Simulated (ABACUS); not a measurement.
Runs of ABACUS 3.10.1 on SrO. The structure is cubic, space group Fm-3m (No. 225). Conventional cell: a = 5.133 Å, b = 5.133 Å, c = 5.133 Å, α = 90.00°, β = 90.00°, γ = 90.00°. Around Sr (site symmetry m-3m) lie 6 O at 2.57 Å. Around O (site symmetry m-3m) lie 6 Sr at 2.57 Å. 

| task | level | potentials or basis | cell | k mesh | cutoff (eV) | path | points for each segment of the path | SCF threshold on the density | eigensolver | symmetry key | gap on the mesh (eV) | pressure (GPa) | relaxed volume (Å³/atom) |
| --- | --- | --- | --- | --- | --- | --- | --- | --- | --- | --- | --- | --- | --- |
| single point | r2SCAN | SG15 ONCV 1.2 PBE, DZP LCAO (the cutoffs set its grid) | as given | 7 × 7 × 7 | 1361 | - | - | 1e-07 | genelpa | 1 | 3.80 | (a) | - |
| relaxation of cell and atoms | LDA | PseudoDojo NC SR 0.4.1 LDA standard, plane waves | relaxed | 7 × 7 × 7 | 1143 | - | - | 1e-08 | dav | 1 | 3.23 | 0.0 | 16.22 |
| single point | LDA | PseudoDojo NC SR 0.4.1 LDA standard, plane waves | as given | 7 × 7 × 7 | 1143 | - | - | 1e-08 | dav | 1 | 3.26 | -4.0 | - |
| relaxation of cell and atoms | r2SCAN | SG15 ONCV 1.2 PBE, DZP LCAO (the cutoffs set its grid) | relaxed | 7 × 7 × 7 | 1361 | - | - | 1e-07 | genelpa | 1 | (b) | 0.0 | 17.33 |

Alike in all rows: no spin polarisation; smearing fermi-dirac 0.05 eV.

Estimate the missing entries.

(a) 2.5; (b) 3.81.

Caveats: an odd mesh through Γ misses points on the zone boundary, where band edges often lie; the atomic orbitals were generated for these runs and aren't a published set (some runs); the potentials were made for another functional, which shifts forces and pressure (some runs); the basis of atomic orbitals isn't converged, which shifts pressures, moduli and gaps (some runs).

A k mesh can miss the band edges, and the runs leave out spin-orbit coupling on Sr.
